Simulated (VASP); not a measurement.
# ZnS (F-43m) in VASP: further runs

One crystal, ZnS, is run at these levels: PBE+D3(BJ); tasks: relaxation of the atoms.

All numbers are computed with VASP 6.6.1; they aren't measurements. Logs are shortened: lines on timing, memory, paths and dates and some standing lists are left out, and cuts for length are marked.

### Step 1. The undisturbed crystal

Symmetry: F-43m, No. 216, cubic system. The conventional cell has a = 5.404 Å, b = 5.404 Å, c = 5.404 Å, α = 90.00°, β = 90.00°, γ = 90.00°. Zn (site symmetry -43m) has 4 S at 2.34 Å as nearest neighbours. S (site symmetry -43m) is surrounded by 4 Zn at 2.34 Å.

### Step 2. Relaxation of the atoms, PBE+D3(BJ) (a relaxed cell with its volume scaled by 0.94)

INCAR reads:

```
SYSTEM = ZnS
PREC = Accurate ; ENCUT = 600
EDIFF = 1E-7 ; ISMEAR = 0
SIGMA = 0.03 ; LREAL = .FALSE.
LASPH = .TRUE. ; NELM = 80
ALGO = Normal ; ISIF = 2
LWAVE = .FALSE. ; LCHARG = .FALSE.
GGA = PE ; IVDW = 12
IBRION = 2 ; NSW = 40
EDIFFG = -0.01
```

KPOINTS reads:

```
regular mesh
0
G
  10 10 10
  0 0 0
```

POSCAR reads:

```
ZnS                                     
1.0
    0.0000000000      2.6347962560      2.6347962560
    2.6347962560      0.0000000000      2.6347962560
    2.6347962560      2.6347962560      0.0000000000
  Zn              S             
     1     1
Direct
     0.2500000000000000    0.2500000000000000    0.2500000000000000
     0.0000000000000000    0.0000000000000000    0.0000000000000000
```

Potentials or basis: VASP PAW PBE potentials, release 64 (Zn, S).

On the command line:

```console
$ cat potpaw_PBE.64/Zn/POTCAR potpaw_PBE.64/S/POTCAR > POTCAR
$ mpirun -np 1 vasp_std > vasp.out
```

OUTCAR:

```text
SYSTEM = ZnS
   PREC = Accurate
   ENCUT = 600
   EDIFF = 1E-7
   ISMEAR = 0
   LREAL = .FALSE.
   LASPH = .TRUE.
   NELM = 80
   ISIF = 2
   GGA = PE
   IVDW = 12
   IBRION = 2
   NSW = 40
   EDIFFG = -0.01
 IVDW          = 12

 ion  position               nearest neighbor table
   1  0.250  0.250  0.250-   2 2.28   2 2.28   2 2.28   2 2.28
   2  0.000  0.000  0.000-   1 2.28   1 2.28   1 2.28   1 2.28

  LATTYP: Found a face centered cubic cell.
 ALAT       =     5.2695925120

  Lattice vectors:

 A1 = (   0.0000000000,   2.6347962560,   2.6347962560)
 A2 = (   2.6347962560,   0.0000000000,   2.6347962560)
 A3 = (   2.6347962560,   2.6347962560,   0.0000000000)

Analysis of symmetry for initial positions (statically):
=====================================================================
 Subroutine PRICEL returns:
 Original cell was already a primitive cell.

 Routine SETGRP: Setting up the symmetry group for a
 face centered cubic supercell.

 Subroutine GETGRP returns: Found 24 space group operations
 (whereof 24 operations were pure point group operations)
 out of a pool of 48 trial point group operations.

The static configuration has the point symmetry T_d .

Analysis of symmetry for dynamics (positions and initial velocities):
=====================================================================
 Subroutine PRICEL returns:
 Original cell was already a primitive cell.

 Routine SETGRP: Setting up the symmetry group for a
 face centered cubic supercell.

 Subroutine GETGRP returns: Found 24 space group operations
 (whereof 24 operations were pure point group operations)
 out of a pool of 48 trial point group operations.

The dynamic configuration has the point symmetry T_d .

 Subroutine INISYM returns: Found 24 space group operations
 (whereof 24 operations are pure point group operations),
 and found     1 'primitive' translations

----------------------------------------------------------------------------------------

                                     Primitive cell

  volume of cell :      36.5823

  direct lattice vectors                    reciprocal lattice vectors
     0.000000000  2.634796256  2.634796256    -0.189767994  0.189767994  0.189767994
     2.634796256  0.000000000  2.634796256     0.189767994 -0.189767994  0.189767994
     2.634796256  2.634796256  0.000000000     0.189767994  0.189767994 -0.189767994

  length of vectors
     3.726164599  3.726164599  3.726164599     0.328687807  0.328687807  0.328687807

  position of ions in fractional coordinates (direct lattice)
     0.250000000  0.250000000  0.250000000
     0.000000000  0.000000000  0.000000000

  ion indices of the primitive-cell ions
   primitive index   ion index
                 1           1
                 2           2

----------------------------------------------------------------------------------------

 KPOINTS: regular mesh

Automatic generation of k-mesh.
 Grid dimensions read from file:
 generate k-points for:   10   10   10

 Generating k-lattice:

  Cartesian coordinates                     Fractional coordinates (reciprocal lattice)
    -0.018976799  0.018976799  0.018976799     0.100000000  0.000000000  0.000000000
     0.018976799 -0.018976799  0.018976799     0.000000000  0.100000000  0.000000000
     0.018976799  0.018976799 -0.018976799     0.000000000  0.000000000  0.100000000

  Length of vectors
     0.032868781  0.032868781  0.032868781

  Shift w.r.t. Gamma in fractional coordinates (k-lattice)
     0.000000000  0.000000000  0.000000000

 Subroutine IBZKPT returns following result:
 ===========================================

 Found     47 irreducible k-points:

 Following reciprocal coordinates:
            Coordinates               Weight
  0.000000  0.000000  0.000000      1.000000
  0.100000  0.000000  0.000000      8.000000
  0.200000  0.000000  0.000000      8.000000
  0.300000  0.000000  0.000000      8.000000
  0.400000  0.000000  0.000000      8.000000
  0.500000  0.000000  0.000000      4.000000
[... 16 lines left out ...]
  0.300000  0.300000  0.000000      6.000000
  0.400000  0.300000  0.000000     24.000000
 [... further k-points ...]
   k-points           NKPTS =     47   k-points in BZ     NKDIM =     47   number of bands    NBANDS=     13
   number of dos      NEDOS =    301   number of ions     NIONS =      2
   total plane-waves  NPLWV =  27000
   dimension x,y,z NGX =    30 NGY =   30 NGZ =   30
   dimension x,y,z NGXF=    60 NGYF=   60 NGZF=   60
   ions per type =               1   1
   NGX,Y,Z   is equivalent  to a cutoff of  13.38, 13.38, 13.38 a.u.
   NGXF,Y,Z  is equivalent  to a cutoff of  26.77, 26.77, 26.77 a.u.
 SYSTEM =  ZnS
   PREC   = accura    normal or accurate (medium, high low for compatibility)
   ISTART =      0    job   : 0-new  1-cont  2-samecut
   ICHARG =      2    charge: 1-file 2-atom 10-const
   ISPIN  =      1    spin polarized calculation?
   LNONCOLLINEAR =      F non collinear calculations
   LSORBIT =      F    spin-orbit coupling
   LASPH  =      T    aspherical Exc in radial PAW
   ENCUT  =  600.0 eV  44.10 Ry    6.64 a.u.   7.44  7.44  7.44*2*pi/ulx,y,z
   NELM   =     80;   NELMIN=  2; NELMDL= -5     # of ELM steps
   EDIFF  = 0.1E-06   stopping-criterion for ELM
   LREAL  =      F    real-space projection
   EDIFFG = -.1E-01   stopping-criterion for IOM
   NSW    =     40    number of steps for IOM
   IBRION =      2    ionic relax: 0-MD 1-quasi-New 2-CG
   NFREE  =      1    steps in history (QN), initial steepest desc. (CG)
   ISIF   =      2    stress and relaxation
   ISYM   =      2    0-nonsym 1-usesym 2-fastsym
   POTIM  = 0.5000    time-step for ionic-motion
   TEBEG  =    0.0;   TEEND  =   0.0 temperature during run
   PSTRESS=    0.0 pullay stress
   NELECT =      18.0000    total number of electrons
   NUPDOWN=      -1.0000    fix difference up-down
   EMIN   =  10.00;   EMAX   =-10.00  energy-range for DOS
   EFERMI =   0.00;   METHOD = LEGACY
   ISMEAR =     0;   SIGMA  =   0.03  broadening in eV -4-tet -1-fermi 0-gaus
   EFERMI_NEDOS =   21; number of points for ismear=-14 and -15
   IALGO  =     38    algorithm
   IMIX   =      4    mixing-type and parameters
     AMIX     =   0.40;   BMIX     =  1.00
     AMIX_MAG =   1.60;   BMIX_MAG =  1.00
  volume/ion in A,a.u.               =      18.29       123.43
  Fermi-wavevector in a.u.,A,eV,Ry     =   1.292435  2.442348 22.727003  1.670388
  Thomas-Fermi vector in A             =   2.424143
   LORBIT       =      0    0 simple, 1 ext, 2 COOP (PROOUT), +10 PAW based schemes
   GGA     = PE    functional components
   LHFCALC =     F    Hartree Fock is set to
   AEXX    =    0.0000 exact exchange contribution
   IVDW    =    12    specifies the selected vdW correction
   LEPSILON=     F    determine dielectric tensor
   LRPA    =     F    only Hartree local field effects (RPA)
 conjugate gradient relaxation of ions
 non-spin polarized calculation
 Gauss-broadening in eV      SIGMA  =   0.03
  energy-cutoff  :      600.00
  volume of cell :       36.58
 maximum number of plane-waves:      1243
 NGX is ok and might be reduce to    30
   NGX = 15   NGY = 15   NGZ = 15

 number of electron      17.9999984 magnetization

 Free energy of the ion-electron system (eV)
  ---------------------------------------------------
  ext. energy  EPLUGINS =         0.00000000
  ---------------------------------------------------
  free energy    TOTEN  =        -6.75786301 eV

  energy without entropy =       -6.75786301  energy(sigma->0) =       -6.75786301

 E-fermi :   3.0128     XC(G=0):  -9.9905

 val. band max:        2.8444194830   @ k =   0.0000   0.0000   0.0000
 cond. band min:       5.2978806632   @ k =   0.0000   0.0000   0.0000
 fundamental gap:      2.4534611802
 Fermi energy:         3.0127746780

 k-point     1 :       0.0000    0.0000    0.0000
  band No.  band energies     occupation
      1     -10.8532      2.00000
      2      -3.8290      2.00000
      3      -3.8290      2.00000
      4      -3.8290      2.00000
      5      -3.2368      2.00000
      6      -3.2368      2.00000
      7       2.8444      2.00000
      8       2.8444      2.00000
      9       2.8444      2.00000
     10       5.2979      0.00000
     11       9.1753      0.00000
     12       9.1753      0.00000
     13       9.1753      0.00000

 k-point     2 :       0.1000    0.0000    0.0000
  band No.  band energies     occupation
      1     -10.7674      2.00000
      2      -3.8336      2.00000
      3      -3.8128      2.00000
      4      -3.8128      2.00000
      5      -3.2384      2.00000
      6      -3.2384      2.00000
      7       2.0234      2.00000
      8       2.7328      2.00000
      9       2.7328      2.00000
     10       5.8988      0.00000
     11       9.1231      0.00000
     12       9.3640      0.00000
     13       9.3640      0.00000

 k-point     3 :       0.2000    0.0000    0.0000
  band No.  band energies     occupation
      1     -10.5293      2.00000
      2      -3.8276      2.00000
      3      -3.7731      2.00000
      4      -3.7731      2.00000
      5      -3.2387      2.00000
      6      -3.2387      2.00000
      7       0.5700      2.00000
      8       2.4641      2.00000
      9       2.4641      2.00000
     10       6.4890      0.00000
     11       9.4914      0.00000
     12       9.7332      0.00000
     13       9.7332      0.00000
[... 305 lines left out ...]
 k-point    23 :       0.3000    0.3000    0.0000
  band No.  band energies     occupation
      1      -9.9836      2.00000
      2      -3.9324      2.00000
      3      -3.5949      2.00000
      4      -3.5949      2.00000
      5      -3.2800      2.00000
      6      -3.1764      2.00000
      7      -0.4186      2.00000
      8       1.0843      2.00000
      9       1.0843      2.00000
     10       6.8436      0.00000
     11       7.5564      0.00000
     12      12.1678      0.00000
     13      12.3449      0.00000

 k-point    24 :       0.4000    0.3000    0.0000
  band No.  band energies     occupation
      1      -9.7479      2.00000
      2      -3.9031      2.00000
      3      -3.5413      2.00000
      4      -3.5336      2.00000
      5      -3.2193      2.00000
      6      -3.1670      2.00000
      7      -1.1075      2.00000
      8       0.6095      2.00000
      9       0.8397      2.00000
     10       6.7821      0.00000
     11       7.6218      0.00000
     12      11.8823      0.00000
     13      12.7934      0.00000

 [... further k-points ...]

------------------------ aborting loop because EDIFF is reached ----------------------------------------

 Edisp (eV)   -0.66950

 E8    (eV) :    -0.2639

  FORCE on cell =-STRESS in cart. coord.  units (eV):
  Direction    XX          YY          ZZ          XY          YZ          ZX
  --------------------------------------------------------------------------------------
  -------------------------------------------------------------------------------------
  Total       1.24126     1.24126     1.24126    -0.00000    -0.00000    -0.00000
  in kB      54.36291    54.36291    54.36291    -0.00000    -0.00000    -0.00000
  external pressure =       54.36 kB  Pullay stress =        0.00 kB

 VOLUME and BASIS-vectors are now :
 -----------------------------------------------------------------------------
  energy-cutoff  :      600.00
  volume of cell :       36.58
      direct lattice vectors                 reciprocal lattice vectors
     0.000000000  2.634796256  2.634796256    -0.189767994  0.189767994  0.189767994
     2.634796256  0.000000000  2.634796256     0.189767994 -0.189767994  0.189767994
     2.634796256  2.634796256  0.000000000     0.189767994  0.189767994 -0.189767994

 POSITION                                       TOTAL-FORCE (eV/Angst)
 -----------------------------------------------------------------------------------
      1.31740      1.31740      1.31740        -0.000000     -0.000000     -0.000000
      0.00000      0.00000      0.00000         0.000000      0.000000      0.000000
 -----------------------------------------------------------------------------------
    total drift:                               -0.000001     -0.000001     -0.000001

  FREE ENERGIE OF THE ION-ELECTRON SYSTEM (eV)
  ---------------------------------------------------
  free  energy   TOTEN  =        -7.4273636788 eV

  energy  without entropy=       -7.4273636788  energy(sigma->0) =       -7.42736368

 reached required accuracy - stopping structural energy minimisation
```

Run time: 15 s. Hardware: 1 thread of Intel Xeon 6975P-C (Granite Rapids), shared host; peak memory 0.19 GiB.

What came out:

```
Free energy                : -7.4274 eV
Pressure after relaxing    : 5.4 GPa
Band gap on the k mesh     : 2.45 eV, direct
Dispersion energy per atom : -0.335 eV
```

Final structure:
```
Zn S
1.0
     0.00000    2.63480    2.63480
     2.63480    0.00000    2.63480
     2.63480    2.63480    0.00000
Zn S
1 1
Direct
  0.25000 0.25000 0.25000
  0.00000 0.00000 0.00000
```

Caveat: the relaxation stopped at its first step, so nothing moved.

### Step 3. Relaxation of the atoms, PBE+D3(BJ) (a relaxed cell with its volume scaled by 0.96)

INCAR is that of step 2.

KPOINTS is that of step 2.

POSCAR reads:

```
ZnS                                     
1.0
    0.0000000000      2.6533517706      2.6533517706
    2.6533517706      0.0000000000      2.6533517706
    2.6533517706      2.6533517706      0.0000000000
  Zn              S             
     1     1
Direct
     0.2500000000000000    0.2500000000000000    0.2500000000000000
     0.0000000000000000    0.0000000000000000    0.0000000000000000
```

Potentials or basis: VASP PAW PBE potentials, release 64 (Zn, S).

On the command line:

```console
$ cat potpaw_PBE.64/Zn/POTCAR potpaw_PBE.64/S/POTCAR > POTCAR
$ mpirun -np 1 vasp_std > vasp.out
```

Run time: 23 s. Hardware: 1 thread of Intel Xeon 6975P-C (Granite Rapids), shared host; peak memory 0.19 GiB.

It converged, with:

* Free energy: -7.4489 eV
* Pressure after relaxing: 3.4 GPa
* Band gap on the k mesh: 2.36 eV, direct
* Dispersion energy per atom: -0.327 eV

Final structure:
```xyz
2
Lattice="0.0000 2.6534 2.6534 2.6534 0.0000 2.6534 2.6534 2.6534 0.0000" Properties=species:S:1:pos:R:3 pbc="T T T"
Zn    1.3267    1.3267    1.3267
S     0.0000    0.0000    0.0000
```

Levels at points of the mesh, in eV from the valence-band top:
| k point | band 7 | band 8 | band 9 | band 10 | band 11 | band 12 |
| --- | --- | --- | --- | --- | --- | --- |
| (0.00, 0.00, 0.00) | 0.00 | 0.00 | 0.00 | 2.36 | 6.35 | 6.35 |
| (0.50, 0.00, 0.00) | -5.65 | -0.95 | -0.95 | 3.42 | 6.89 | 6.89 |
| (0.50, 0.50, 0.00) | -4.77 | -2.42 | -2.42 | 3.28 | 4.06 | 11.38 |

Caveat: the relaxation stopped at its first step, so nothing moved.

### Step 4. Relaxation of the atoms, PBE+D3(BJ) (a relaxed cell with its volume scaled by 0.98)

INCAR is that of step 3.

KPOINTS is that of step 3.

POSCAR reads:

```
ZnS                                     
1.0
    0.0000000000      2.6716513265      2.6716513265
    2.6716513265      0.0000000000      2.6716513265
    2.6716513265      2.6716513265      0.0000000000
  Zn              S             
     1     1
Direct
     0.2500000000000000    0.2500000000000000    0.2500000000000000
     0.0000000000000000    0.0000000000000000    0.0000000000000000
```

On the command line:

```console
$ cat potpaw_PBE.64/Zn/POTCAR potpaw_PBE.64/S/POTCAR > POTCAR
$ mpirun -np 1 vasp_std > vasp.out
```

Run time: 16 s. Hardware: 1 thread of Intel Xeon 6975P-C (Granite Rapids), shared host; peak memory 0.19 GiB.

It converged, with:

| Property | Result |
| --- | --- |
| Free energy | -7.4613 eV |
| Pressure after relaxing | 1.6 GPa |
| Band gap on the k mesh | 2.27 eV, direct |
| Dispersion energy per atom | -0.320 eV |

Final structure:
```
Zn S
1.0
     0.00000    2.67165    2.67165
     2.67165    0.00000    2.67165
     2.67165    2.67165    0.00000
Zn S
1 1
Direct
  0.25000 0.25000 0.25000
  0.00000 0.00000 0.00000
```

Levels at points of the mesh, in eV from the valence-band top:
```tsv
k point	band 6	band 7	band 8	band 9	band 10	band 11	band 12	band 13
(0.00, 0.00, 0.00)	-5.94	0.00	0.00	0.00	2.27	6.37	6.37	6.37
(0.50, 0.00, 0.00)	-5.73	-5.51	-0.92	-0.92	3.38	6.91	6.91	9.00
(0.50, 0.50, 0.00)	-5.71	-4.69	-2.34	-2.34	3.33	4.07	11.22	12.20
```

Caveat: the relaxation stopped at its first step, so nothing moved.

### Step 5. The runs side by side

| cell | gap on the mesh (eV) | pressure (GPa) |
| --- | --- | --- |
| atoms relaxed from: a relaxed cell with its volume scaled by 0.94 | 2.45 | 5.4 |
| atoms relaxed from: a relaxed cell with its volume scaled by 0.96 | 2.36 | 3.4 |
| atoms relaxed from: a relaxed cell with its volume scaled by 0.98 | 2.27 | 1.6 |

Alike in all rows: task relaxation of the atoms; level PBE+D3(BJ); potentials or basis VASP PAW PBE potentials, release 64 (Zn, S); no spin polarisation; k mesh 10 × 10 × 10; cutoff (eV) 600; smearing gaussian 0.03 eV.

Caveats: the relaxation stopped at its first step, so nothing moved.

Total energies depend on the potentials used, so only differences within one code and one set of settings carry meaning.
